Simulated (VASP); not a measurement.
Input of a VASP 6.6.1 run:

INCAR

```
ALGO = Normal
EDIFF = 1E-6
EDIFFG = -0.01
ENCUT = 600
GGA = PE
IBRION = 2
ISIF = 3
ISMEAR = 0
IVDW = 12
LASPH = T
LCHARG = F
LREAL = F
LWAVE = F
NELM = 80
NSW = 60
PREC = Accurate
SIGMA = 0.03
```

KPOINTS

```
k-points
0
Gamma
  10 10 10
```

The input POSCAR:

```
SnSe
1.0
    0.0000000000      3.0000000000      3.0000000000
    3.0000000000      0.0000000000      3.0000000000
    3.0000000000      3.0000000000      0.0000000000
Se Sn
1 1
Direct
    0.5000000000      0.5000000000      0.5000000000
    0.0000000000      0.0000000000      0.0000000000
```

Potentials or basis: VASP PAW PBE potentials, release 64 (Se, Sn_d).

Launch:

```bash
$ cat potpaw_PBE.64/Se/POTCAR potpaw_PBE.64/Sn_d/POTCAR > POTCAR
$ mpirun -np 1 vasp_std > vasp.out
```

(1) What does it give for the dispersion energy per atom?

(2) Predict the relaxed volume.

## Answers

(1) -0.361 eV.

(2) 26.70 Å³/atom.
